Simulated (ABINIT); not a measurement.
# NaI (Fm-3m) in ABINIT: notebook

One crystal, NaI, is run at these levels: PBEsol, PBE, HSE06; tasks: single point.

Program: ABINIT 10.8.3 (patched build). These are calculated values, not measurements. Logs are shortened: lines on timing, memory, paths and dates and some standing lists are left out, and cuts for length are marked. The log counts tension as positive stress, the text compression.

## Step 1: The crystal as given

The structure is cubic, space group Fm-3m (No. 225). Conventional cell: a = 6.473 Å, b = 6.473 Å, c = 6.473 Å, α = 90.00°, β = 90.00°, γ = 90.00°. I (site symmetry m-3m) is surrounded by 6 Na at 3.24 Å. Na (site symmetry m-3m) has 6 I at 3.24 Å as nearest neighbours.

## Step 2: Single point, PBEsol

run.abi

```
# Pseudopotentials
pp_dirpath "./"
pseudos "53_I_7_2.3_2.5_pbe_n_v1.0.psp8, 11_Na_9_1.8_2.2_pbe_v1.0.psp8"

# Structure
acell 4.5769607733 4.5769607733 4.5769607733 Angstrom
rprim
     0.0000000000     0.7071067812     0.7071067812
     0.7071067812     0.0000000000     0.7071067812
     0.7071067812     0.7071067812     0.0000000000
ntypat 2
znucl 53 11
natom 2
typat 1 2
xred
     0.5000000000     0.5000000000     0.5000000000
     0.0000000000     0.0000000000     0.0000000000

# Plane-wave basis
ecut 22.0

# k points
kptopt 1
ngkpt 6 6 6
nshiftk 1
shiftk 0.0 0.0 0.0

# Exchange and correlation
ixc -116133

# Bands and occupations
nband 10
occopt 1

# SCF cycle
nstep 100
tolvrs 1.0e-10
diemac 6.0

# Output
iomode 3
prtwf 0
prtden 0
prteig 0
prtebands 0
enunit 2
```

Potentials or basis: SPMS NC PBE v1.0.

On the command line:

```bash
$ mpirun --bind-to none -np 8 abinit run.abi > log 2>&1
```

run.abo:

```text
.Version 10.8.3 of ABINIT
 Symmetries : space group Fm -3 m (#225); Bravais cF (face-center cubic)
================================================================================
 Values of the parameters that define the memory need of the present run
     intxc =       0    ionmov =       0      iscf =       7    lmnmax =       6
     lnmax =       6     mgfft =      40  mpssoang =       3    mqgrid =    3001
     natom =       2  nloc_mem =       1    nspden =       1   nspinor =       1
    nsppol =       1      nsym =      48    n1xccc =    2501    ntypat =       2
    occopt =       1   xclevel =       2
       mpw =        2285          nfft =       64000          nkpt =          16
================================================================================
================================================================================

--------------------------------------------------------------------------------
------------- Echo of variables that govern the present computation ------------
--------------------------------------------------------------------------------
 -outvars: echo values of preprocessed input variables --------
            acell      8.6492023506E+00  8.6492023506E+00  8.6492023506E+00 Bohr
              amu      1.26904470E+02  2.29897680E+01
           diemac      6.00000000E+00
             ecut      2.20000000E+01 Hartree
           enunit           2
              ixc     -116133
         kptrlatt        6    0    0      0    6    0      0    0    6
          kptrlen      5.18952141E+01
            natom           2
            nband          10
            ngfft          40      40      40
             nkpt          16
            nstep         100
             nsym          48
           ntypat           2
           prtden           0
        prtebands           0
           prteig           0
            prtwf           0
            rprim      0.0000000000E+00  7.0710678120E-01  7.0710678120E-01
                       7.0710678120E-01  0.0000000000E+00  7.0710678120E-01
                       7.0710678120E-01  7.0710678120E-01  0.0000000000E+00
          spgroup         225
           tolvrs      1.00000000E-10
            typat      1  2
           xangst      3.2364000001E+00  3.2364000001E+00  3.2364000001E+00
                       0.0000000000E+00  0.0000000000E+00  0.0000000000E+00
            xcart      6.1159096341E+00  6.1159096341E+00  6.1159096341E+00
                       0.0000000000E+00  0.0000000000E+00  0.0000000000E+00
             xred      5.0000000000E-01  5.0000000000E-01  5.0000000000E-01
                       0.0000000000E+00  0.0000000000E+00  0.0000000000E+00
            znucl       53.00000   11.00000

================================================================================

 chkinp: Checking input parameters for consistency.

================================================================================
== DATASET  1 ==================================================================

--- !DatasetInfo
iteration_state: {dtset: 1, }
dimensions: {natom: 2, nkpt: 16, mband: 10, nsppol: 1, nspinor: 1, nspden: 1, mpw: 2285, }
cutoff_energies: {ecut:  22.0, pawecutdg:  -1.0, }
electrons: {nelect:   1.60000000E+01, charge:   0.00000000E+00, occopt:   1.00000000E+00, tsmear:   1.00000000E-02, }
meta: {optdriver: 0, ionmov: 0, optcell: 0, iscf: 7, paral_kgb: 0, }
...

 Real(R)+Recip(G) space primitive vectors, cartesian coordinates (Bohr,Bohr^-1):
 R(1)=  0.0000000  6.1159096  6.1159096  G(1)= -0.0817540  0.0817540  0.0817540
 R(2)=  6.1159096  0.0000000  6.1159096  G(2)=  0.0817540 -0.0817540  0.0817540
 R(3)=  6.1159096  6.1159096  0.0000000  G(3)=  0.0817540  0.0817540 -0.0817540
 Unit cell volume ucvol=  4.5752326E+02 bohr^3
 Angles (23,13,12)=  6.00000000E+01  6.00000000E+01  6.00000000E+01 degrees

 getcut: wavevector=  0.0000  0.0000  0.0000  ngfft=  40  40  40
         ecut(hartree)=     22.000   => boxcut(ratio)=   2.19032

--- Pseudopotential description ------------------------------------------------
- pspini: atom type   1  psp file is ./53_I_7_2.3_2.5_pbe_n_v1.0.psp8
    8   11    2    4       600   0.00000      pspcod,pspxc,lmax,lloc,mmax,r2well
    5.99000000000000    4.00000000000000    0.00000000000000   rchrg,fchrg,qchrg
     nproj     2     2     2
     extension_switch     1

- pspini: atom type   2  psp file is ./11_Na_9_1.8_2.2_pbe_v1.0.psp8
    8   11    1    4       400   0.00000      pspcod,pspxc,lmax,lloc,mmax,r2well
    3.99000000000000    0.00000000000000    0.00000000000000   rchrg,fchrg,qchrg
     nproj     2     2
     extension_switch     1

   3.49823296E+02                                ecore*ucvol(ha*bohr**3)
--------------------------------------------------------------------------------

================================================================================

--- !BeginCycle
iteration_state: {dtset: 1, }
solver: {iscf: 7, nstep: 100, nline: 4, wfoptalg: 0, }
tolerances: {tolvrs: 1.00E-10, }
...

     iter   Etot(hartree)      deltaE(h)  residm     vres2
 ETOT  1  -54.664122499430    -5.466E+01 2.417E-02 7.514E+00
 ETOT  2  -54.682256587534    -1.813E-02 4.019E-04 6.153E-01
 ETOT  3  -54.682429749655    -1.732E-04 3.013E-04 4.135E-02
 ETOT  4  -54.682437555504    -7.806E-06 1.092E-04 1.326E-03
 ETOT  5  -54.682437640484    -8.498E-08 2.565E-05 2.804E-05
 ETOT  6  -54.682437642033    -1.550E-09 1.847E-05 2.360E-06
 ETOT  7  -54.682437642142    -1.091E-10 3.912E-06 4.836E-08
 ETOT  8  -54.682437642149    -6.224E-12 2.879E-06 4.575E-10
 ETOT  9  -54.682437642144     4.960E-12 5.967E-07 6.621E-12

 At SCF step    9       vres2   =  6.62E-12 < tolvrs=  1.00E-10 =>converged.

 Cartesian components of stress tensor (hartree/bohr^3)
  sigma(1 1)=  1.12215150E-05  sigma(3 2)=  0.00000000E+00
  sigma(2 2)=  1.12215150E-05  sigma(3 1)=  0.00000000E+00
  sigma(3 3)=  1.12215150E-05  sigma(2 1)=  0.00000000E+00

--- !ResultsGS
iteration_state: {dtset: 1, }
comment   : Summary of ground state results
lattice_vectors:
- [  0.0000000,   6.1159096,   6.1159096, ]
- [  6.1159096,   0.0000000,   6.1159096, ]
- [  6.1159096,   6.1159096,   0.0000000, ]
lattice_lengths: [   8.64920,    8.64920,    8.64920, ]
lattice_angles: [ 60.000,  60.000,  60.000, ] # degrees, (23, 13, 12)
lattice_volume:   4.5752326E+02
convergence: {deltae:  4.960E-12, res2:  6.621E-12, residm:  5.967E-07, diffor: null, }
etotal    :  -5.46824376E+01
entropy   :   0.00000000E+00
fermie    :   2.38510739E-02
cartesian_stress_tensor: # hartree/bohr^3
- [  1.12215150E-05,   0.00000000E+00,   0.00000000E+00, ]
- [  0.00000000E+00,   1.12215150E-05,   0.00000000E+00, ]
- [  0.00000000E+00,   0.00000000E+00,   1.12215150E-05, ]
pressure_GPa:  -3.3015E-01
xred      :
- [  5.0000E-01,   5.0000E-01,   5.0000E-01,  I]
- [  0.0000E+00,   0.0000E+00,   0.0000E+00, Na]
cartesian_forces: # hartree/bohr
- [ -0.00000000E+00,  -0.00000000E+00,  -0.00000000E+00, ]
- [ -0.00000000E+00,  -0.00000000E+00,  -0.00000000E+00, ]
force_length_stats: {min:   0.00000000E+00, max:   0.00000000E+00, mean:   0.00000000E+00, }
...

 Integrated electronic density in atomic spheres:
 ------------------------------------------------
 Atom  Sphere_radius  Integrated_density
    1        2.00000          2.88741799
    2        2.00000          7.92582741
================================================================================

 ----iterations are completed or convergence reached----

 Mean square residual over all n,k,spin=   39.764E-10; max=  59.674E-08
 reduced coordinates (array xred) for    2 atoms
       0.500000000000      0.500000000000      0.500000000000
       0.000000000000      0.000000000000      0.000000000000
 rms dE/dt=  0.0000E+00; max dE/dt=  0.0000E+00; dE/dt below (all hartree)
    1       0.000000000000      0.000000000000      0.000000000000
    2       0.000000000000      0.000000000000      0.000000000000

 cartesian coordinates (angstrom) at end:
    1      3.23640000008683     3.23640000008683     3.23640000008683
    2      0.00000000000000     0.00000000000000     0.00000000000000

 cartesian forces (hartree/bohr) at end:
    1     -0.00000000000000    -0.00000000000000    -0.00000000000000
    2     -0.00000000000000    -0.00000000000000    -0.00000000000000
 frms,max,avg= 0.0000000E+00 0.0000000E+00   0.000E+00  0.000E+00  0.000E+00 h/b

 cartesian forces (eV/Angstrom) at end:
    1     -0.00000000000000    -0.00000000000000    -0.00000000000000
    2     -0.00000000000000    -0.00000000000000    -0.00000000000000
 frms,max,avg= 0.0000000E+00 0.0000000E+00   0.000E+00  0.000E+00  0.000E+00 e/A
 length scales=  8.649202350560  8.649202350560  8.649202350560 bohr
              =  4.576960773300  4.576960773300  4.576960773300 angstroms
 Fermi (or HOMO) energy (hartree) =   0.02385   Average Vxc (hartree)=  -0.29173
 Eigenvalues (hartree) for nkpt=  16  k points:
 kpt#   1, nband= 10, wtk=  0.00463, kpt=  0.0000  0.0000  0.0000 (reduced coord)
  -1.82549   -0.79236   -0.79236   -0.79236   -0.38109    0.02385    0.02385    0.02385
   0.15223    0.31122
 prteigrs : prtvol=0 or 1, do not print more k-points.

 Fermi (or HOMO) energy (eV) =   0.64902   Average Vxc (eV)=  -7.93832
 Eigenvalues (   eV  ) for nkpt=  16  k points:
 kpt#   1, nband= 10, wtk=  0.00463, kpt=  0.0000  0.0000  0.0000 (reduced coord)
 -49.67423  -21.56126  -21.56126  -21.56126  -10.37003    0.64902    0.64902    0.64902
   4.14232    8.46864
 prteigrs : prtvol=0 or 1, do not print more k-points.

--- !EnergyTerms
iteration_state     : {dtset: 1, }
comment             : Components of total free energy in Hartree
kinetic             :  2.35475110809949E+01
hartree             :  1.73422620788297E+01
xc                  : -9.98462560171568E+00
Ewald energy        : -2.99766697435532E+01
psp_core            :  7.64602216168976E-01
local_psp           : -4.82807577116728E+01
non_local_psp       : -8.09475996119548E+00
total_energy        : -5.46824376421436E+01
total_energy_eV     : -1.48798493155214E+03
band_energy         : -9.21731207607984E+00
...

 Cartesian components of stress tensor (hartree/bohr^3)
  sigma(1 1)=  1.12215150E-05  sigma(3 2)=  0.00000000E+00
  sigma(2 2)=  1.12215150E-05  sigma(3 1)=  0.00000000E+00
  sigma(3 3)=  1.12215150E-05  sigma(2 1)=  0.00000000E+00

-Cartesian components of stress tensor (GPa)         [Pressure= -3.3015E-01 GPa]
- sigma(1 1)=  3.30148370E-01  sigma(3 2)=  0.00000000E+00
- sigma(2 2)=  3.30148370E-01  sigma(3 1)=  0.00000000E+00
- sigma(3 3)=  3.30148370E-01  sigma(2 1)=  0.00000000E+00

== END DATASET(S) ==============================================================
================================================================================

 -outvars: echo values of variables after computation  --------
            acell      8.6492023506E+00  8.6492023506E+00  8.6492023506E+00 Bohr
           etotal     -5.4682437642E+01
            fcart     -0.0000000000E+00 -0.0000000000E+00 -0.0000000000E+00
                      -0.0000000000E+00 -0.0000000000E+00 -0.0000000000E+00
            rprim      0.0000000000E+00  7.0710678120E-01  7.0710678120E-01
                       7.0710678120E-01  0.0000000000E+00  7.0710678120E-01
                       7.0710678120E-01  7.0710678120E-01  0.0000000000E+00
           strten      1.1221515015E-05  1.1221515015E-05  1.1221515015E-05
                       0.0000000000E+00  0.0000000000E+00  0.0000000000E+00
           xangst      3.2364000001E+00  3.2364000001E+00  3.2364000001E+00
                       0.0000000000E+00  0.0000000000E+00  0.0000000000E+00
             xred      5.0000000000E-01  5.0000000000E-01  5.0000000000E-01
                       0.0000000000E+00  0.0000000000E+00  0.0000000000E+00
 Calculation completed.
```

Run time: 2.2 s. Hardware: 8 MPI ranks of Arm Neoverse V2, shared host; peak memory 0.56 GiB.

What came out:

- Free energy: -1487.9849 eV
- Pressure: -0.3 GPa
- Band gap on the k mesh: 3.49 eV, direct
- Valence electrons inside the program's atomic spheres: I 2.89; Na 7.93

Caveat: the potentials were made for another functional, which shifts forces and pressure; spin-orbit coupling is left out, which moves the levels of the heavy elements.

## Step 3: Single point, PBE

Changes to run.abi since step 2:

```diff
@@ -28,3 +28,3 @@
 # Exchange and correlation
-ixc -116133
+ixc 11
```

Potentials or basis: SPMS NC PBE v1.0.

On the command line:

```bash
$ mpirun --bind-to none -np 8 abinit run.abi > log 2>&1
```

Run time: 2 s. Hardware: 8 MPI ranks of Arm Neoverse V2, shared host; peak memory 0.56 GiB.

It converged, with:

```yaml
Free_energy: -1491.5451 eV
Pressure: 0.4 GPa
Band_gap_on_the_k_mesh: 3.63 eV, direct
Valence_electrons_inside_the_program's_atomic_spheres: I 2.91; Na 7.93
```

Levels at points of the mesh, in eV from the valence-band top:
```tsv
k point	band 4	band 5	band 6	band 7	band 8	band 9	band 10
(0.00, 0.00, 0.00)	-22.49	-11.02	0.00	0.00	0.00	3.63	7.96
(0.50, 0.00, 0.00)	-22.49	-10.71	-2.18	-0.28	-0.28	5.11	7.49
(0.50, 0.50, 0.00)	-22.49	-10.63	-1.90	-0.74	-0.74	4.49	5.56
```

Caveat: spin-orbit coupling is left out, which moves the levels of the heavy elements.

## Step 4: Single point, HSE06

Changes to run.abi since step 3:

```diff
@@ -28,3 +28,3 @@
 # Exchange and correlation
-ixc 11
+ixc -428
 
@@ -35,5 +35,5 @@
 # SCF cycle
-nstep 100
-tolvrs 1.0e-10
+nstep 60
 diemac 6.0
+toldfe 1.0e-7
```

Potentials or basis: SPMS NC PBE v1.0.

On the command line:

```bash
$ mpirun --bind-to none -np 8 abinit run.abi > log 2>&1
```

run.abo:

```text
.Version 10.8.3 of ABINIT
 Symmetries : space group Fm -3 m (#225); Bravais cF (face-center cubic)
================================================================================
 Values of the parameters that define the memory need of the present run
     intxc =       0    ionmov =       0      iscf =       7    lmnmax =       6
     lnmax =       6     mgfft =      40  mpssoang =       3    mqgrid =    3001
     natom =       2  nloc_mem =       1    nspden =       1   nspinor =       1
    nsppol =       1      nsym =      48    n1xccc =    2501    ntypat =       2
    occopt =       1   xclevel =       2
       mpw =        2285          nfft =       64000          nkpt =          16
================================================================================
================================================================================

--------------------------------------------------------------------------------
------------- Echo of variables that govern the present computation ------------
[... 216 lines left out ...]
- sigma(3 3)= -1.68242589E-01  sigma(2 1)=  0.00000000E+00

== END DATASET(S) ==============================================================
================================================================================

 -outvars: echo values of variables after computation  --------
            acell      8.6492023506E+00  8.6492023506E+00  8.6492023506E+00 Bohr
           etotal     -5.4837229042E+01
            fcart     -5.1594019691E-31  1.7198006564E-31  1.7198006564E-31
                       5.1594019691E-31 -1.7198006564E-31 -1.7198006564E-31
            rprim      0.0000000000E+00  7.0710678120E-01  7.0710678120E-01
                       7.0710678120E-01  0.0000000000E+00  7.0710678120E-01
                       7.0710678120E-01  7.0710678120E-01  0.0000000000E+00
           strten     -5.7184493642E-06 -5.7184493642E-06 -5.7184493642E-06
                       0.0000000000E+00  0.0000000000E+00  0.0000000000E+00
           xangst      3.2364000001E+00  3.2364000001E+00  3.2364000001E+00
                       0.0000000000E+00  0.0000000000E+00  0.0000000000E+00
             xred      5.0000000000E-01  5.0000000000E-01  5.0000000000E-01
                       0.0000000000E+00  0.0000000000E+00  0.0000000000E+00
 Calculation completed.
```

Wall time 36 min (8 MPI ranks of Arm Neoverse V2, shared host); peak memory 1.3 GiB.

Results:

| Property | Result |
| --- | --- |
| Free energy | -1492.1970 eV |
| Pressure | 0.2 GPa |
| Band gap on the k mesh | 4.51 eV, direct |
| Valence electrons inside the program's atomic spheres | I 2.91; Na 7.93 |

Levels at points of the mesh, in eV from the valence-band top:
```tsv
k point	band 5	band 6	band 7	band 8	band 9	band 10
(0.00, 0.00, 0.00)	-11.99	0.00	0.00	0.00	4.51	8.89
(0.50, 0.00, 0.00)	-11.62	-2.38	-0.31	-0.31	5.95	8.48
(0.50, 0.50, 0.00)	-11.53	-2.08	-0.81	-0.81	5.41	6.36
```

Caveat: Libxc's HSE differs a little from that of other programs; the potentials were made for another functional, which shifts forces and pressure; spin-orbit coupling is left out, which moves the levels of the heavy elements.

## Step 5: Summary

```csv
level,most SCF steps,gap on the mesh (eV),pressure (GPa)
PBEsol,-,3.49,-0.3
PBE,-,3.63,0.4
HSE06,60,4.51,0.2
```

Alike in all rows: task single point; potentials or basis SPMS NC PBE v1.0; no spin polarisation; cell as given; k mesh 6 × 6 × 6; cutoff (eV) 599; smearing fixed.

On the cell as given the gap runs from 3.49 eV (PBEsol) to 4.51 eV (HSE06). The pressure there spans -0.3 GPa (PBEsol) to 0.4 GPa (PBE); a positive pressure means that this level wants a larger cell, a negative one a smaller.

Caveats: spin-orbit coupling is left out, which moves the levels of the heavy elements; the potentials were made for another functional, which shifts forces and pressure (some runs); Libxc's HSE differs a little from that of other programs (some runs).

Absolute energies hang on the potentials; compare differences alone.
